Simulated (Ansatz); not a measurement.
A 3-atom cell of Li2O started from a crystallographic database (r2SCAN geometry), in Ansatz:

```cif
data_structure
_symmetry_space_group_name_H-M 'Fm-3m'
_symmetry_Int_Tables_number 225
_cell_length_a 4.5727
_cell_length_b 4.5727
_cell_length_c 4.5727
_cell_angle_alpha 90.000
_cell_angle_beta 90.000
_cell_angle_gamma 90.000
_cell_volume 95.62
loop_
_atom_site_label
_atom_site_type_symbol
_atom_site_symmetry_multiplicity
_atom_site_Wyckoff_symbol
_atom_site_fract_x
_atom_site_fract_y
_atom_site_fract_z
_atom_site_occupancy
Li1 Li 8 c 0.25000 0.75000 0.75000 1
O1 O 4 a 0.00000 0.00000 0.00000 1
```

G0W0@PBE with 89 empty bands, a screening cutoff of 140 eV and a 6×6×6 mesh (PAW, contour deformation) gives 7.226 eV over the mesh points, from a PBE gap of 5.050 eV; it sums over 95 bands with 89 plane waves in the screening and a wave cutoff of 420 eV. The G0W0 figures hold for the stated bands, cutoff and mesh and aren't extrapolated. (Simulation; spin polarisation is off.)

(1) Estimate the gap with frequency model Godby-Needs pole.

(2) Estimate the gap with starting point HSE06.

(3) Estimate the gap with starting point r2SCAN.

Answers

(1) 7.183 eV (-0.043 eV), from a Kohn-Sham gap of 5.050 eV.

(2) 8.056 eV (+0.830 eV), from a Kohn-Sham gap of 6.654 eV.

(3) 7.614 eV (+0.388 eV), from a Kohn-Sham gap of 5.767 eV.
